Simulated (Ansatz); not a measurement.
Br:

```xyz
4
Lattice="3.3632 -2.3226 0.0000 3.3632 2.3226 0.0000 0.0000 0.0000 8.7023" Properties=species:S:1:pos:R:3 pbc="T T T"
Br    3.3632    0.6266    3.3948
Br    3.3632    1.6959    7.7459
Br    3.3632   -0.6266    5.3075
Br    3.3632   -1.6959    0.9564
```

Base run:

* Program: Ansatz 0.2.0
* Functional: r2SCAN50
* Potentials or basis: Ansatz PAW
* Cutoff: 500 eV
* Density cutoff: 2000 eV
* k mesh: 4 × 4 × 2
* Occupations: fermi-dirac, width 0.05 eV
* Spin: no spin polarisation

Its results: band gap on the k mesh 5.95 eV, indirect (least direct gap 6.13 eV); largest force 0.422 eV/Å.

Task: After a change of settings the same cell gave: band gap on the k mesh 3.40 eV, indirect (least direct gap 3.52 eV); largest force 0.617 eV/Å. Which change was it?
A. functional from r2SCAN50 to PBE; cutoff from 500 eV to 420 eV; density cutoff from 2000 eV to 1680 eV
B. functional from r2SCAN50 to RPBE; cutoff from 500 eV to 420 eV; density cutoff from 2000 eV to 1680 eV; k mesh from 4 × 4 × 2 to 7 × 7 × 3
C. functional from r2SCAN50 to B3LYP; cutoff from 500 eV to 420 eV; density cutoff from 2000 eV to 1680 eV
D. functional from r2SCAN50 to PBEsol; cutoff from 500 eV to 420 eV; density cutoff from 2000 eV to 1680 eV; k mesh from 4 × 4 × 2 to 7 × 7 × 3

Result: C.

Caveats: the PAW data sets come from PBE, with cores solved anew for the run's functional, which leaves a small shift of forces and pressure; the potentials were made for another functional, which shifts forces and pressure (some runs).

Not every run made on this cell is shown here.
